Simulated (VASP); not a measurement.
# Tm (Im-3m) in VASP: further runs

Runs on Tm. Level: PBE. Tasks: single point.

Everything below comes from runs of VASP 6.6.1. Logs are shortened: lines on timing, memory, paths and dates and some standing lists are left out, and cuts for length are marked.

## Step 1: Starting point

It takes space group Im-3m (No. 229, cubic). Conventional cell: a = 3.941 Å, b = 3.941 Å, c = 3.941 Å, α = 90.00°, β = 90.00°, γ = 90.00°. Tm (site symmetry m-3m) is surrounded by 8 Tm at 3.41 Å.

This isn't the form of Tm at room conditions, which is hcp.

## Step 2: Single point, PBE, collinear spin, ferromagnetic start

INCAR

```
ADDGRID  = F            
ALGO     = Normal         # electronic algorithm
EDIFF    = 1E-6           # SCF threshold, eV
ENCUT    = 300            # plane-wave cutoff, eV
GGA      = PE             # functional
ISIF     = 2              # what is computed and relaxed
ISMEAR   = -1             # smearing method
ISPIN    = 2              # spin polarisation
LASPH    = T              # aspherical terms in the spheres
LCHARG   = F              # write CHGCAR
LMAXMIX  = 6              # l up to which the mixer works
LORBIT   = 11             # projections on sites
LREAL    = F              # projectors in reciprocal space
LWAVE    = F              # write WAVECAR
MAGMOM   = 2              # initial moments
NELM     = 100            # most SCF steps
PREC     = Accurate       # precision mode
SIGMA    = 0.1            # smearing width, eV
```

KPOINTS

```
k-points
0
Gamma
  5 5 5
```

POSCAR

```
Tm
1.0
   -1.8621100000      1.9916120000      1.9516370000
    1.9655340000     -2.0016460000      2.0650950000
    1.8577320000      1.9972680000     -1.9616710000
Tm
1
Direct
   -0.0415270000     -0.0161680000     -0.0347540000
```

Potentials or basis: VASP PAW PBE potentials, release 64 (Tm).

On the command line:

```bash
$ cat potpaw_PBE.64/Tm/POTCAR > POTCAR
$ mpirun -np 1 vasp_std > vasp.out
```

OUTCAR:

```text
EDIFF = 1E-6
   ENCUT = 300
   GGA = PE
   ISIF = 2
   ISMEAR = -1
   ISPIN = 2
   LASPH = T
   LORBIT = 11
   LREAL = F
   NELM = 100
   PREC = Accurate

 Found     63 irreducible k-points:

 Following reciprocal coordinates:
            Coordinates               Weight
  0.000000  0.000000  0.000000      1.000000
  0.200000  0.000000 -0.000000      2.000000
  0.400000 -0.000000  0.000000      2.000000
  0.000000  0.200000  0.000000      2.000000
  0.200000  0.200000  0.000000      2.000000
  0.400000  0.200000  0.000000      2.000000
   k-points           NKPTS =     63   k-points in BZ     NKDIM =     63   number of bands    NBANDS=     16
   number of dos      NEDOS =    301   number of ions     NIONS =      1
   total plane-waves  NPLWV =   8000
   dimension x,y,z NGX =    20 NGY =   20 NGZ =   20
   dimension x,y,z NGXF=    40 NGYF=   40 NGZF=   40
   ions per type =               1
   NGX,Y,Z   is equivalent  to a cutoff of   9.92,  9.54,  9.90 a.u.
   NGXF,Y,Z  is equivalent  to a cutoff of  19.83, 19.09, 19.79 a.u.
 SYSTEM =  unknown system
   PREC   = accura    normal or accurate (medium, high low for compatibility)
   ISTART =      0    job   : 0-new  1-cont  2-samecut
   ICHARG =      2    charge: 1-file 2-atom 10-const
   ISPIN  =      2    spin polarized calculation?
   LNONCOLLINEAR =      F non collinear calculations
   LSORBIT =      F    spin-orbit coupling
   LASPH  =      T    aspherical Exc in radial PAW
   ENCUT  =  300.0 eV  22.05 Ry    4.70 a.u.   4.74  4.92  4.74*2*pi/ulx,y,z
   NELM   =    100;   NELMIN=  2; NELMDL= -5     # of ELM steps
   EDIFF  = 0.1E-05   stopping-criterion for ELM
   LREAL  =      F    real-space projection
   EDIFFG = 0.1E-04   stopping-criterion for IOM
   NSW    =      0    number of steps for IOM
   IBRION =     -1    ionic relax: 0-MD 1-quasi-New 2-CG
   NFREE  =      0    steps in history (QN), initial steepest desc. (CG)
   ISIF   =      2    stress and relaxation
   ISYM   =      2    0-nonsym 1-usesym 2-fastsym
   POTIM  = 0.5000    time-step for ionic-motion
   TEBEG  =    0.0;   TEEND  =   0.0 temperature during run
   PSTRESS=    0.0 pullay stress
   NELECT =      23.0000    total number of electrons
   NUPDOWN=      -1.0000    fix difference up-down
   EMIN   =  10.00;   EMAX   =-10.00  energy-range for DOS
   EFERMI =   0.00;   METHOD = LEGACY
   ISMEAR =    -1;   SIGMA  =   0.10  broadening in eV -4-tet -1-fermi 0-gaus
   EFERMI_NEDOS =   21; number of points for ismear=-14 and -15
   IALGO  =     38    algorithm
   IMIX   =      4    mixing-type and parameters
     AMIX     =   0.40;   BMIX     =  1.00
     AMIX_MAG =   1.60;   BMIX_MAG =  1.00
  volume/ion in A,a.u.               =      30.61       206.55
  Fermi-wavevector in a.u.,A,eV,Ry     =   1.488367  2.812605 30.140106  2.215235
  Thomas-Fermi vector in A             =   2.601410
   LORBIT       =     11    0 simple, 1 ext, 2 COOP (PROOUT), +10 PAW based schemes
   GGA     = PE    functional components
   LHFCALC =     F    Hartree Fock is set to
   AEXX    =    0.0000 exact exchange contribution
   IVDW    =     0    specifies the selected vdW correction
   LEPSILON=     F    determine dielectric tensor
   LRPA    =     F    only Hartree local field effects (RPA)
 spin polarized calculation
  energy-cutoff  :      300.00
  volume of cell :       30.61
 maximum number of plane-waves:       368
   NGX =  9   NGY =  9   NGZ =  9

 number of electron      22.9999992 magnetization       1.1616155

 Free energy of the ion-electron system (eV)
  ---------------------------------------------------
  ext. energy  EPLUGINS =         0.00000000
  ---------------------------------------------------
  free energy    TOTEN  =        -4.08300203 eV

  energy without entropy =       -3.86708531  energy(sigma->0) =       -3.97504367

 E-fermi :   2.2921     XC(G=0): -10.2050

 val. band max:        2.2907893036   @ k =  -0.4000   0.2000   0.4000
 cond. band min:       2.2947779528   @ k =   0.4000  -0.4000   0.2000
 fundamental gap:      0.0039886493
 Fermi energy:         2.2921142218

 spin component 1

 k-point     1 :       0.0000    0.0000    0.0000
  band No.  band energies     occupation
      1     -48.2530      1.00000
      2     -21.2096      1.00000
      3     -21.1868      1.00000
      4     -21.1622      1.00000
      5      -3.0307      1.00000
      6       0.6749      1.00000
[... 8 lines left out ...]
     15       5.4596      0.00000
     16       7.0712      0.00000

 k-point     2 :       0.2000    0.0000   -0.0000
  band No.  band energies     occupation
      1     -48.2378      1.00000
      2     -21.4111      1.00000
      3     -21.2528      1.00000
      4     -21.1807      1.00000
      5      -1.9585      1.00000
      6       0.7033      1.00000
[... 8 lines left out ...]
     15       6.4001      0.00000
     16       6.5527      0.00000

 k-point     3 :       0.4000   -0.0000    0.0000
  band No.  band energies     occupation
      1     -48.2131      1.00000
      2     -21.7574      1.00000
      3     -21.3496      1.00000
      4     -21.1761      1.00000
      5       0.0422      1.00000
      6       0.7426      1.00000
[... 8 lines left out ...]
     15       6.9036      0.00000
     16       7.8347      0.00000

 k-point     4 :       0.0000    0.2000    0.0000
  band No.  band energies     occupation
      1     -48.2404      1.00000
      2     -21.4069      1.00000
      3     -21.2429      1.00000
      4     -21.1694      1.00000
      5      -1.9777      1.00000
      6       0.6895      1.00000
[... 8 lines left out ...]
     15       6.4810      0.00000
     16       7.3029      0.00000

 k-point     5 :       0.2000    0.2000    0.0000
  band No.  band energies     occupation
      1     -48.2214      1.00000
      2     -21.6000      1.00000
      3     -21.3599      1.00000
      4     -21.2123      1.00000
      5      -0.2844      1.00000
      6       0.7366      1.00000
[... 8 lines left out ...]
     15       6.9558      0.00000
     16       7.9811      0.00000

 k-point     6 :       0.4000    0.2000    0.0000
  band No.  band energies     occupation
      1     -48.2065      1.00000
      2     -21.7403      1.00000
      3     -21.4595      1.00000
      4     -21.2172      1.00000
      5       0.7595      1.00000
      6       0.7968      1.00000
[... 8 lines left out ...]
     15       7.0777      0.00000
     16       8.0043      0.00000

 [... further k-points ...]

 spin component 2

 k-point     1 :       0.0000    0.0000    0.0000
  band No.  band energies     occupation
      1     -47.7091      1.00000
      2     -20.8325      1.00000
      3     -20.8095      1.00000
      4     -20.7871      1.00000
      5      -3.1334      1.00000
      6       1.8265      0.99058
[... 8 lines left out ...]
     15       5.5188      0.00000
     16       7.0744      0.00000

 k-point     2 :       0.2000    0.0000   -0.0000
  band No.  band energies     occupation
      1     -47.6931      1.00000
      2     -21.0459      1.00000
      3     -20.8797      1.00000
      4     -20.8041      1.00000
      5      -2.0522      1.00000
      6       1.7641      0.99493
[... 8 lines left out ...]
     15       6.4815      0.00000
     16       6.5750      0.00000

 k-point     3 :       0.4000   -0.0000    0.0000
  band No.  band energies     occupation
      1     -47.6670      1.00000
      2     -21.4090      1.00000
      3     -20.9810      1.00000
      4     -20.7992      1.00000
      5      -0.0409      1.00000
      6       1.6944      0.99747
[... 8 lines left out ...]
     15       6.9400      0.00000
     16       7.9024      0.00000

 k-point     4 :       0.0000    0.2000    0.0000
  band No.  band energies     occupation
      1     -47.6958      1.00000
      2     -21.0411      1.00000
      3     -20.8680      1.00000
      4     -20.7948      1.00000
      5      -2.0698      1.00000
      6       1.7646      0.99491
[... 8 lines left out ...]
     15       6.5569      0.00000
     16       7.3398      0.00000

 k-point     5 :       0.2000    0.2000    0.0000
  band No.  band energies     occupation
      1     -47.6757      1.00000
      2     -21.2437      1.00000
      3     -20.9923      1.00000
      4     -20.8383      1.00000
      5      -0.3619      1.00000
      6       1.7136      0.99694
[... 8 lines left out ...]
     15       7.0027      0.00000
     16       8.0539      0.00000

 k-point     6 :       0.4000    0.2000    0.0000
  band No.  band energies     occupation
      1     -47.6601      1.00000
      2     -21.3908      1.00000
      3     -21.0965      1.00000
      4     -20.8429      1.00000
      5       1.1011      0.99999
      6       1.6907      0.99756
[... 8 lines left out ...]
     15       7.1216      0.00000
     16       8.0780      0.00000

 [... further k-points ...]

------------------------ aborting loop because EDIFF is reached ----------------------------------------

  FORCE on cell =-STRESS in cart. coord.  units (eV):
  Direction    XX          YY          ZZ          XY          YZ          ZX
  --------------------------------------------------------------------------------------
  -------------------------------------------------------------------------------------
  Total        0.1097122     -0.0010102     -0.0368824      0.0313418      0.0588435     -0.3610394
  in kB        5.7430573     -0.0528785     -1.9306644      1.6406332      3.0802530    -18.8991664
  external PRESSURE =       1.2531715 kB  Pullay stress =       0.0000000 kB

 VOLUME and BASIS-vectors are now :
 -----------------------------------------------------------------------------
  energy-cutoff  :      300.00
  volume of cell :       30.61
      direct lattice vectors                 reciprocal lattice vectors
    -1.862110000  1.991612000  1.951637000    -0.006468339  0.251318090  0.249752960
     1.965534000 -2.001646000  2.065095000     0.255000420  0.000889619  0.242395002
     1.857732000  1.997268000 -1.961671000     0.262009400  0.250969113 -0.006119362

 POSITION                                       TOTAL-FORCE (eV/Angst)
 -----------------------------------------------------------------------------------
      1.94214      1.86748      2.00880        -0.000000      0.000000      0.000000
 -----------------------------------------------------------------------------------
    total drift:                                0.000257      0.000127     -0.000108

  FREE ENERGIE OF THE ION-ELECTRON SYSTEM (eV)
  ---------------------------------------------------
  free  energy   TOTEN  =        -4.0830020346 eV

  energy  without entropy=       -3.8670853054  energy(sigma->0) =       -3.97504367

 total charge

# of ion       s       p       d       f       tot
--------------------------------------------------
    1        2.215   5.933   0.389  12.497  21.034

 magnetization (x)

# of ion       s       p       d       f       tot
--------------------------------------------------
    1        0.003  -0.029  -0.030   1.295   1.239
```

It took 80 s on 1 thread of Intel Xeon Platinum 8259CL at 2.50GHz (Skylake/Cascade Lake), shared host; peak memory 0.15 GiB.

The run converged, but a check on its numbers failed (symmetry, net force, bounds or a known fault of this set-up), so they aren't taken as properties of the crystal.

Caveat: the k mesh is coarse (spacing up to 0.46 Å⁻¹), so the values aren't converged; the cutoff lies under the usual one of these potentials, so the numbers hold a large basis-set error; the magnetic or orbital state may not be the lowest; spin-orbit coupling is left out, which moves the levels of the heavy elements.

## Step 3: Single point, PBE, collinear spin, ferromagnetic start

This run uses another cell than the first one, of the same volume but with other edges.

Changes to INCAR since step 2:

```diff
@@ -3,3 +3,3 @@
 EDIFF    = 1E-6           # SCF threshold, eV
-ENCUT    = 300            # plane-wave cutoff, eV
+ENCUT    = 350            # plane-wave cutoff, eV
 GGA      = PE             # functional
```

KPOINTS is that of step 2.

POSCAR

```
Tm
1.0
   -1.9705499473      1.9705499473      1.9705499473
    1.9705499473     -1.9705499473      1.9705499473
    1.9705499473      1.9705499473     -1.9705499473
Tm
1
Direct
    0.0000000000      0.0000000000      0.0000000000
```

Potentials or basis: VASP PAW PBE potentials, release 64 (Tm).

On the command line:

```bash
$ cat potpaw_PBE.64/Tm/POTCAR > POTCAR
$ mpirun -np 1 vasp_std > vasp.out
```

It took 28 s on 1 thread of Intel Xeon Platinum 8259CL at 2.50GHz (Skylake/Cascade Lake), shared host; peak memory 0.15 GiB.

These settings aren't checked as converged: the numbers below hold their error.

Results:

```
Free energy                                           : -4.1198 eV
Band gap on the k mesh                                : none (metal or under the smearing width)
Net moment                                            : 1.17 μB per cell
Site moments                                          : Tm +1.23 μB
Valence electrons inside the program's atomic spheres : Tm 21.05
```

Caveat: the k mesh is coarse (spacing up to 0.45 Å⁻¹), so the values aren't converged; the cutoff is under 1.25 times the usual one of these potentials, so pressure, stress and relaxed cells hold a basis-set (Pulay) error; the magnetic or orbital state may not be the lowest; spin-orbit coupling is left out, which moves the levels of the heavy elements.

## Step 4: Single point, PBE, collinear spin, ferromagnetic start

INCAR is that of step 3.

KPOINTS is that of step 3.

POSCAR

```
Tm
1.0
   -1.8621100000      1.9916120000      1.9516370000
    1.9655340000     -2.0016460000      2.0650950000
    1.8577320000      1.9972680000     -1.9616710000
Tm
1
Direct
   -0.0415270000     -0.0161680000     -0.0347540000
```

On the command line:

```bash
$ cat potpaw_PBE.64/Tm/POTCAR > POTCAR
$ mpirun -np 1 vasp_std > vasp.out
```

Run time: 100 s. Hardware: 1 thread of Intel Xeon Platinum 8259CL at 2.50GHz (Skylake/Cascade Lake), shared host; peak memory 0.16 GiB.

These settings aren't checked as converged: the numbers below hold their error.

Results:

* Free energy: -4.1090 eV
* Band gap on the k mesh: none (metal or under the smearing width)
* Net moment: 1.15 μB per cell
* Site moments: Tm +1.22 μB
* Valence electrons inside the program's atomic spheres: Tm 21.05

Caveat: the k mesh is coarse (spacing up to 0.46 Å⁻¹), so the values aren't converged; the cutoff is under 1.25 times the usual one of these potentials, so pressure, stress and relaxed cells hold a basis-set (Pulay) error; the magnetic or orbital state may not be the lowest; spin-orbit coupling is left out, which moves the levels of the heavy elements.

## Step 5: Single point, PBE, collinear spin, ferromagnetic start

This run uses another cell than the first one, of the same volume but with other edges.

Changes to INCAR since step 4:

```diff
@@ -3,3 +3,3 @@
 EDIFF    = 1E-6           # SCF threshold, eV
-ENCUT    = 350            # plane-wave cutoff, eV
+ENCUT    = 400            # plane-wave cutoff, eV
 GGA      = PE             # functional
```

KPOINTS is that of step 4.

POSCAR

```
Tm
1.0
   -1.9705499473      1.9705499473      1.9705499473
    1.9705499473     -1.9705499473      1.9705499473
    1.9705499473      1.9705499473     -1.9705499473
Tm
1
Direct
    0.0000000000      0.0000000000      0.0000000000
```

On the command line:

```bash
$ cat potpaw_PBE.64/Tm/POTCAR > POTCAR
$ mpirun -np 1 vasp_std > vasp.out
```

It took 30 s on 1 thread of Intel Xeon Platinum 8259CL at 2.50GHz (Skylake/Cascade Lake), shared host; peak memory 0.15 GiB.

These settings aren't checked as converged: the numbers below hold their error.

What came out:

* Free energy: -4.1257 eV
* Pressure: 2.4 GPa
* Band gap on the k mesh: none (metal or under the smearing width)
* Net moment: 1.17 μB per cell
* Site moments: Tm +1.23 μB
* Valence electrons inside the program's atomic spheres: Tm 21.06

Caveat: the k mesh is coarse (spacing up to 0.45 Å⁻¹), so the values aren't converged; the cutoff is under 1.25 times the usual one of these potentials, so pressure, stress and relaxed cells hold a basis-set (Pulay) error; the magnetic or orbital state may not be the lowest; spin-orbit coupling is left out, which moves the levels of the heavy elements.

## Step 6: For comparison

An earlier run on the cell as given: functional PBE; potentials or basis VASP PAW PBE potentials, release 64 (Tm); cutoff 520 eV; k mesh 10 × 10 × 10; occupations fermi-dirac, width 0.05 eV; collinear spin, ferromagnetic start; starting moments [2.0] μB.

* Pressure: 2.8 GPa
* Band gap on the k mesh: none (metal or under the smearing width)
* Net moment: 1.14 μB per cell
* Site moments: Tm +1.22 μB
* Valence electrons inside the program's atomic spheres: Tm 21.06
